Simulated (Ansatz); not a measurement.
A (100) slab of TaN (P-6m2 (No. 187)), 10 planes, outer planes Ta (top) and N (bottom), with 10 atoms (Ta5N5) in a surface cell of A = 8.549 Å², as cut from the bulk:

```
CELL_PARAMETERS angstrom
2.89777 0.00000 0.00000
0.00000 2.95018 0.00000
0.00000 0.00000 26.07138
ATOMIC_POSITIONS crystal
N 0.00000 0.50000 0.28767
Ta 0.50000 0.00000 0.32034
N 0.00000 0.00000 0.38567
Ta 0.50000 0.50000 0.41834
N 0.00000 0.50000 0.48367
Ta 0.50000 0.00000 0.51633
N 0.00000 0.00000 0.58166
Ta 0.50000 0.50000 0.61433
N 0.00000 0.50000 0.67966
Ta 0.50000 0.00000 0.71233
```

Method: DFT PBE, scalar-relativistic, plane waves, PAW in Ansatz. Plane waves to 420 eV, a k mesh through Γ of 12×12×1 on the computed 10-atom cell and Gaussian smearing (0.10 eV); no spin polarisation. The cell repeats along c with a dipole correction in the vacuum.

Against the same 10 atoms in the bulk, the slab as cut lies 3.296 eV higher and the relaxed slab 2.897 eV higher.

Q: Work out the surface energy before and after relaxation.

A: The slab has two faces, so γ = (E_slab − N·E_bulk)/(2A), the mean of both. As cut: 3.296/(2 × 8.549) = 0.1928 eV/Å², and 1 eV/Å² = 16.02 J/m², so γ = 3.09 J/m². Relaxed: 2.897/(2 × 8.549) = 0.1694 eV/Å² = 2.71 J/m². Relaxation recovers 12 % of the cost of cutting.

Q: What is the ideal work of this cut, per area?

A: Griffith's ideal work is 2γ: 6.18 J/m² if the new faces stay rigid, 5.43 J/m² if they relax. Other cuts parallel to this plane can cost less. One thickness was run, 10 planes, so γ can still shift with it.

The reference crystal is a form of TaN, which isn't its usual structure.